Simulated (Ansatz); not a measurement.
## Sampling a charged cell: C_N in GaN (P6_3mc)

Question: how much does the k-point sampling change the (0/−1) level of C_N in GaN (P6_3mc), and what does each choice cost? Model: a cell of 72 host atoms with 1 N taken out and 1 C put in.

Program: Ansatz 0.2.0. Level of theory: plane-wave PAW DFT; relaxations with PBEsol, then single points with PBEsol, on supercells at fixed charge in a uniform background. Results are calculated unless marked as measured.

## Step 1: Starting point

The cell holds 72 atoms: 36 Ga, 35 N and 1 C. Its edges and angles: a = 9.549 Å, b = 9.549 Å, c = 10.371 Å, α = 90.0°, β = 90.0°, γ = 120.0°. It derives from GaN (space group P6_3mc). Nearest the centre at fractional (0.556, 0.444, 0.438): C35 at 0.00 Å, Ga58 at 1.95 Å, Ga26 at 1.95 Å, Ga34 at 1.95 Å, Ga33 at 1.95 Å, N28 at 3.18 Å, N64 at 3.18 Å, N60 at 3.18 Å. The cell carries charge −1.

Structure file:

```xyz
72
Lattice="9.5486 0.0000 0.0000 -4.7743 8.2693 0.0000 0.0000 0.0000 10.3709" Properties=species:S:1:pos:R:3 pbc="T T T"
Ga    1.5914    0.9188    2.5885
Ga    0.0000    1.8376    5.1812
N     1.5914    0.9188    4.5415
N     0.0000    1.8376    1.9488
Ga    1.5914    0.9188    7.7739
Ga    0.0000    1.8376   10.3667
N     1.5914    0.9188    9.7270
N     0.0000    1.8376    7.1343
Ga    0.0000    3.6752    2.5885
Ga   -1.5915    4.5941    5.1812
N     0.0000    3.6752    4.5415
N    -1.5915    4.5941    1.9488
Ga    0.0000    3.6752    7.7739
Ga   -1.5915    4.5941   10.3667
N     0.0000    3.6752    9.7270
N    -1.5915    4.5941    7.1343
Ga   -1.5915    6.4317    2.5885
Ga   -3.1829    7.3505    5.1812
N    -1.5915    6.4317    4.5415
N    -3.1829    7.3505    1.9488
Ga   -1.5915    6.4317    7.7739
Ga   -3.1829    7.3505   10.3667
N    -1.5915    6.4317    9.7270
N    -3.1829    7.3505    7.1343
Ga    4.7743    0.9188    2.5885
Ga    3.1828    1.8376    5.1812
N     4.7743    0.9188    4.5415
N     3.1828    1.8376    1.9488
Ga    4.7743    0.9188    7.7739
Ga    3.1828    1.8376   10.3667
N     4.7743    0.9188    9.7270
N     3.1828    1.8376    7.1343
Ga    3.1829    3.6752    2.5885
Ga    1.5914    4.5941    5.1812
C     3.1829    3.6752    4.5415
N     1.5914    4.5941    1.9488
Ga    3.1829    3.6752    7.7739
Ga    1.5914    4.5941   10.3667
N     3.1829    3.6752    9.7270
N     1.5914    4.5941    7.1343
Ga    1.5915    6.4317    2.5885
Ga    0.0000    7.3505    5.1812
N     1.5915    6.4317    4.5415
N     0.0000    7.3505    1.9488
Ga    1.5915    6.4317    7.7739
Ga    0.0000    7.3505   10.3667
N     1.5915    6.4317    9.7270
N     0.0000    7.3505    7.1343
Ga    7.9572    0.9188    2.5885
Ga    6.3658    1.8376    5.1812
N     7.9572    0.9188    4.5415
N     6.3658    1.8376    1.9488
Ga    7.9572    0.9188    7.7739
Ga    6.3658    1.8376   10.3667
N     7.9572    0.9188    9.7270
N     6.3658    1.8376    7.1343
Ga    6.3658    3.6752    2.5885
Ga    4.7743    4.5941    5.1812
N     6.3658    3.6752    4.5415
N     4.7743    4.5941    1.9488
Ga    6.3658    3.6752    7.7739
Ga    4.7743    4.5941   10.3667
N     6.3658    3.6752    9.7270
N     4.7743    4.5941    7.1343
Ga    4.7743    6.4317    2.5885
Ga    3.1829    7.3505    5.1812
N     4.7743    6.4317    4.5415
N     3.1829    7.3505    1.9488
Ga    4.7743    6.4317    7.7739
Ga    3.1829    7.3505   10.3667
N     4.7743    6.4317    9.7270
N     3.1829    7.3505    7.1343
```

Known beforehand: the electronic dielectric constant, (5.83, 5.83, 6.02), and the static one, (10.10, 10.10, 11.18), computed on the host (DFPT, PBEsol).

The cell's shortest repeat is 9.5 Å.

## Step 2: Relaxing both charge states, PBEsol

The study needs fixed structures, so each charge is relaxed once, at one point at (¼, ¼, ¼), from small random displacements that break the symmetry of the site.

Input file qm1.relax/input.yaml:

```yaml
crystal:
  lattice:
    - [3.18286191, 0.0, 0.0]
    - [-1.59143095, 2.75643927, 0.0]
    - [0.0, 0.0, 5.18546213]
  atoms:
    - { symbol: Ga, position: [0.666667, 0.333333, 0.499179] }
    - { symbol: Ga, position: [0.333333, 0.666667, 0.999179] }
    - { symbol: "N", position: [0.666667, 0.333333, 0.875821] }
    - { symbol: "N", position: [0.333333, 0.666667, 0.375821] }
  supercell: [3, 3, 2]
  defects: [{ substitution: { at: 34, symbol: C } }]
total_charge: -1
basis:
  ecutwfc: 420
  xc_grid: 2
hamiltonian:
  xc: pbesol
  pseudopotentials: { kind: paw, azcp: { folder: soft_1 }, xc_functional: pbe }
kpoints:
  mp_grid: { grid: [1, 1, 1], shift: [0.25, 0.25, 0.25] }
scf:
  occupations: { method: fixed }
  max_iter: 60
output:
  forces: true
  charged_corrections:
    epsilon: [5.83, 5.83, 6.02]
    static_epsilon: [10.1, 10.1, 11.18]
    defect_position: [0.555556, 0.444444, 0.43791]
relax:
  f_tol: 0.015
  max_steps: 60
  random_displacement: { amplitude: 0.04, seed: 5340 }
checkpoint:
  write: "../qm1.relax.run"
  compress: false
  write_wavefunctions: true
  write_every: 100000
```

On the command line:

```bash
$ ansatz run input.yaml --threads 32 --pin off --max-ram 84787MiB --backend cuda --events-out ev --progress --plain --runs-dir out --max-vram 78GiB
```

Numbers of over 12 decimals in the logs are rounded to 6 here.

The log of the run:

```text
[... repeated set-up lines and file paths are left out, and long positions are rounded to six places ...]
Engine: ansatz 0.2.0, aarch64-unknown-linux-gnu
Pseudopotentials: kind: paw
Pseudopotential: Ga, paw, valence charge 13, recommended cutoff 420 eV (normal), soft_1/Ga.paw.azcp
Pseudopotential: N, paw, valence charge 5, recommended cutoff 420 eV (normal), soft_1/N.paw.azcp
Pseudopotential: C, paw, valence charge 4, recommended cutoff 420 eV (normal), soft_1/C.paw.azcp
Functional definition: PBEsol
  exchange = pbesol_x
  correlation = pbesol_c
[...]
Crystal: 72 atoms, lattice volume = 818.891 Å³
Basis set: ecut = 420 eV, 15995 PW (Γ), exchange–correlation on 128×128×144 points (8 copies of the dense FFT grid, shifted against one another)
Bands: 396, of which v1, the nominal top of the filled ones, is band 324 counted from 1 (323 counted from 0)
Symmetry: 1 space group operations
k-points: 1
Non-local potential: Ga, projectors of the file, l = 0: 2, l = 1: 2, l = 2: 3, l = 3: 1
Non-local potential: N, projectors of the file, l = 0: 2, l = 1: 2, l = 2: 1
Non-local potential: C, projectors of the file, l = 0: 2, l = 1: 2, l = 2: 1
PAW form: soft (Blöchl's): semilocal exchange-correlation on the pseudo side does not see the compensation charge
PAW frozen core: Ga, regenerated for the run's functional, and the local potential with it (the file was generated under x = pbe(κ = 0.804, μ = 0.219515), c = pbe(β = 0.066725))
PAW frozen core: N, regenerated for the run's functional, and the local potential with it (the file was generated under x = pbe(κ = 0.804, μ = 0.219515), c = pbe(β = 0.066725))
PAW frozen core: C, regenerated for the run's functional, and the local potential with it (the file was generated under x = pbe(κ = 0.804, μ = 0.219515), c = pbe(β = 0.066725))
PAW one-centre angular grid: Ga, 590 points (default); XC on 64 Gauss nodes
PAW one-centre angular grid: N, 110 points (default); XC on 64 Gauss nodes
PAW one-centre angular grid: C, 110 points (default); XC on 64 Gauss nodes
Initial density: superposition of atomic densities (chi_scale 0.1, normalization cell, long waves kept (reshape's long-wave potential 0.17 eV rms))
Initial wavefunctions: pseudopotential atomic-orbital guess
[...]
Functional: x = pbesol(κ = 0.804, μ = 0.123457), c = pbesol(β = 0.046)
SCF iter   1: F=—  HF=-148299.355217 eV  |Δ(HF+E_count)|=         —  Δρ=1.01e-1  dr2=8.20e1  Hψ=1026
preconditioner: auto → Resta (q_TF=auto, 2.624 Å⁻¹)  ε∞=4.9  [insulator: Δε(μ)=4.160 eV  Ē_g=16.693 eV  n_scr=236 (ndim 8)  ℏωp=33.0 eV  f_vac=0.000  ε∞_Penn≈4.9]
SCF iter   2: F=—  HF=-148279.952220 eV  |Δ(HF+E_count)|=    1.94e1  Δρ=4.42e-2  dr2=1.00e1  Hψ=759
[...]
SCF iter  10: F=-148277.769932 eV  HF=-148277.769933 eV  |Δ(HF+E_count)|=   2.64e-6  Δρ=9.72e-6  dr2=7.67e-7  Hψ=1346
SCF 1 converged in 10 iterations: F = -148277.769932 eV  dr2 = 7.67e-7
[...]
relax step   1: F+E_penalty+E_count = -148277.76993221 eV  Δ(F+E_penalty+E_count) = +0.000e0 eV  max|allowed force component| = 1.504e0 eV/Å  Δτ_max = 0.0000 Å  (10 SCF iters, dr2 threshold 5.63e-6 eV, accepted)
[...]
relax step   2: F+E_penalty+E_count = -148278.72986517 eV  Δ(F+E_penalty+E_count) = -9.599e-1 eV  max|allowed force component| = 7.235e-1 eV/Å  Δτ_max = 0.0476 Å  (6 SCF iters, dr2 threshold 1.00e-4 eV, accepted)
[...]
relax step   4: F+E_penalty+E_count = -148279.06362693 eV  Δ(F+E_penalty+E_count) = -1.055e-3 eV  max|allowed force component| = 9.291e-3 eV/Å  Δτ_max = 0.0032 Å  (6 SCF iters, accepted)
[...]
NSCF: frozen V_eff on 1 k-points
[...]
SCF converged after 6 iterations
Free energy (F): -148279.063627 eV
Harris-Foulkes:  -148279.063627 eV  (|F-HF|=4.80e-9)
Internal energy: -148279.063627 eV  (E = F + TS)
E sigma→0 (E₀):  -148279.063627 eV
Fermi energy:    9.693824 eV
--- Per-component energies (eV) ---
  E_band       = -237.847865
  E_kinetic    = 8631.322763
  E_local      = -50792.529745  (includes V_loc(G=0)·N_el)
  E_nonlocal   = -1950.096620
  E_hartree    = 32122.138088
  E_xc         = -4369.892873
  E_vxc        = -4705.461040  (∫ρ·V_xc dr)
  E_paw        = -74850.299211  (= ΣΔE_a)
  E_vpaw       = -15665.388666  (= ΣTr[D̂ρ^β])
  E_aug_tail   = 0.024586  (compensation charges beyond the density's cutoff)
  E_ewald      = -57101.802422
  E_core_change = 32.071807  (= ΣΔE_core)
  E_smearing   = -0.000000  (= −TS)
  E_closure    = 0.000000  (closes the sum)
  E_deformation_potential = -18.107939  (in the stress; not in F)
  Σ components = -148279.063627   (vs F -148279.063627, Δ=0.00e0)
--- Forces (eV/Å), atoms counted from 1 ---
  atom   1  Ga     0.00100037     0.00041157     0.00350321
  atom   2  Ga     0.00391722    -0.00383219    -0.00649076
  [... 4 atoms left out ...]
  [... 66 more lines of this table ...]
  max |Σ_I F_I| component: 9.25e-5 eV/Å
--- Charged-cell corrections in eV (Makov–Payne, q = -1.000 e, ε = [10.100, 10.100, 11.180]) ---
  F (periodic)     = -148279.063627  (uncorrected; the corrections below are reported, never added to it)
  E_corr1          = +0.209922  (monopole, q²α_M/2ε̄L, of the cell on which ε is isotropic)
  F Makov-Payne    = -148278.853705  (F + E_corr1; no measured alignment; for a localised charge, not one spread in a band: unchecked)
  no potential alignment in this run, which stands beside a crystal: run the host's input off ansatz write-host-input, and read the two finished runs by ansatz place-levels (neither reads a slab, a wire or a sheet, whose cell leaves a vacuum)
--- Band table (eV) ---
  k-point 0: bands = ["-6.1975", "-6.0055", "-5.9542", "-5.8986", "-5.7619", "-5.6952", "-5.6244", "-5.6107", "-5.5963", "-5.5357", [... rest cut ...]
--- Relaxed structure (4 steps of the walk, 4 accepted, 0 SCFs on fresh bases) ---
  F+E_penalty+E_count = -148279.06362693 eV   max|allowed force component| = 9.291e-3 eV/Å
  atoms:
    - { symbol: Ga, position: [0.223001, 0.111395, 0.250861] }
    - { symbol: Ga, position: [0.111386, 0.222930, 0.499188] }
    [... 4 atoms left out ...]
  [... 66 more lines of this table ...]
```

Run time: 3.7 s. Hardware: 1 × NVIDIA GB200 with 32 threads of Arm Neoverse V2, shared host; peak memory 1.4 GiB; 12 s of CPU time.

The steps of the relaxation:

```
step  energy less that of the first step (eV)  largest force component (eV/Å)
   1                                   0.0000                          1.5036
   2                                  -0.9599                          0.7235
   3                                  -1.2926                          0.0430
   4                                  -1.2937                          0.0093
```

The atoms that moved most (Å, from the sites as typed, ahead of the random displacement, the mean shift of all atoms taken out):

```
atom      dx      dy      dz  length
 N60   0.012   0.003  -0.033   0.035
 N28   0.004  -0.013  -0.032   0.035
 N36  -0.006   0.004  -0.032   0.033
 N32   0.003  -0.020   0.022   0.030
 N64   0.018   0.007   0.022   0.029
Ga37   0.002  -0.001  -0.028   0.028
Ga58  -0.025  -0.013  -0.005   0.028
Ga26  -0.001   0.027  -0.004   0.027
```

Neighbours of C35 at the end:

```
atom  distance (Å)
Ga34         1.920
Ga26         1.921
Ga58         1.922
Ga33         1.930
  N3         3.198
 N67         3.199
 N11         3.199
 N43         3.200
 N40         3.201
 N27         3.203
 N59         3.204
Ga37         3.204
 N36         3.205
 N64         3.209
 N32         3.209
 N28         3.213
```

```
charge  moment set (μB)  steps  largest displacement (Å)   time
    −1                0      4                      0.04  3.7 s
     0                1      5                      0.04  5.1 s
```

The relaxation ends 18 meV an atom lower than the displaced start, with a largest force component of 0.0093 eV/Å.

(Continued in part 2 of 2.)

[Logs are printed without paths, hosts, clocks, repeated set-up lines and the standing remarks that a program may print on its own settings, such as how far it seeks lower states.]

[Hosts, paths, dates, database ids (printed as entryN), source tags and the programs' standing remarks are cut or masked in the printed files.]

[Where a table of states has a column of steps, it counts the stored structures, which are thinned; the runs took as many ionic steps or more.]

[For some hosts the program warned that the k-mesh of the response run may be too coarse for force constants and the static dielectric constant; such warnings are not shown here.]
